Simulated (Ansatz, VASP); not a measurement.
This is a calculation of BeTe for VASP 6.6.1.

The input INCAR:

```
ALGO = Normal
EDIFF = 1E-6
ENCUT = 520
GGA_COMPAT = False
ISIF = 2
ISMEAR = -1
LASPH = True
LCHARG = False
LMIXTAU = True
LORBIT = 11
LREAL = False
LSORBIT = True
LWAVE = False
MAGMOM = 0 0 0 0 0 0
METAGGA = R2SCAN
NELM = 60
PREC = Accurate
SIGMA = 0.05
```

The input KPOINTS:

```
k-points
0
Gamma
  6 6 6
```

POSCAR

```
BeTe
1.0
    0.0000000000      2.7700000000      2.7700000000
    2.7700000000      0.0000000000      2.7700000000
    2.7700000000      2.7700000000      0.0000000000
Te Be
1 1
Direct
    0.7500000000      0.7500000000      0.7500000000
    0.0000000000      0.0000000000      0.0000000000
```

Contents of KPOINTS_OPT:

```
path GXWKGLUWLK,UX
20
line-mode
reciprocal
 0.0000000000  0.0000000000  0.0000000000  G
 0.5000000000  0.0000000000  0.5000000000  X

 0.5000000000  0.0000000000  0.5000000000  X
 0.5000000000  0.2500000000  0.7500000000  W

 0.5000000000  0.2500000000  0.7500000000  W
 0.3750000000  0.3750000000  0.7500000000  K

 0.3750000000  0.3750000000  0.7500000000  K
 0.0000000000  0.0000000000  0.0000000000  G

 0.0000000000  0.0000000000  0.0000000000  G
 0.5000000000  0.5000000000  0.5000000000  L

 0.5000000000  0.5000000000  0.5000000000  L
 0.6250000000  0.2500000000  0.6250000000  U

 0.6250000000  0.2500000000  0.6250000000  U
 0.5000000000  0.2500000000  0.7500000000  W

 0.5000000000  0.2500000000  0.7500000000  W
 0.5000000000  0.5000000000  0.5000000000  L

 0.5000000000  0.5000000000  0.5000000000  L
 0.3750000000  0.3750000000  0.7500000000  K

 0.6250000000  0.2500000000  0.6250000000  U
 0.5000000000  0.0000000000  0.5000000000  X
```

Potentials or basis: VASP PAW PBE potentials, release 64 (Te, Be).

The run is started by

```bash
$ cat potpaw_PBE.64/Te/POTCAR potpaw_PBE.64/Be/POTCAR > POTCAR
$ mpirun -np 1 vasp_ncl > vasp.out
```

Q: Set up the same calculation for Ansatz 0.2.0. Potentials there: Ansatz PAW.

A: As run (the cutoff follows the program's own potentials):

input.yaml

```yaml
crystal:
  lattice:
    - [0.0, 2.77, 2.77]
    - [2.77, 0.0, 2.77]
    - [2.77, 2.77, 0.0]
  atoms:
    - { symbol: Te, position: [0.75, 0.75, 0.75] }
    - { symbol: Be, position: [0.0, 0.0, 0.0] }
hamiltonian:
  xc: r2scan
  pseudopotentials: { kind: paw_fr }
magnetization:
  noncollinear: true
  spin_orbit: true
kpoints:
  mp_grid: { grid: [6, 6, 6] }
  band_path:
    path:
      - [[0.0, 0.0, 0.0], [0.5, 0.0, 0.5], [0.5, 0.25, 0.75], [0.375, 0.375, 0.75], [0.0, 0.0, 0.0], [0.5, 0.5, 0.5], [0.625, 0.25, 0.625], [0.5, 0.25, 0.75], [0.5, 0.5, 0.5], [0.375, 0.375, 0.75]]
      - [[0.625, 0.25, 0.625], [0.5, 0.0, 0.5]]
    npoints: 14
scf:
  occupations: { method: fermi_dirac, width: 0.05 }
  n_extra_bands: 6
output:
  forces: true
  stress: true
  eigenvalues: true
  fatbands: true
```

Potentials or basis: Ansatz PAW.

Command:

```bash
$ ansatz run input.yaml --threads 2 --pin off --max-ram 5632MiB --backend cpu --events-out ev --progress --plain --runs-dir out
```

Both were run:

|  | VASP | Ansatz | Ansatz less VASP |
| --- | --- | --- | --- |
| gap on the k mesh at the Fermi level (eV) | 1.91 | 1.92 | +0.013 |
| least direct gap on the mesh (eV) | 3.64 | 3.65 | +0.010 |
| gap along the band path (eV) | 1.91 | 1.92 | +0.013 |
| pressure (GPa) | 4.5 | 4.3 | -0.28 |

The functional is the same, so the differences come from potentials, cutoffs and numerics. The two sets of potentials don't hold the same shells in valence.

Caveats: the PAW data sets were made with another functional, which shifts forces and pressure a little (VASP); the PAW data sets come from PBE, with cores solved anew for the run's functional, which leaves a small shift of forces and pressure (Ansatz).
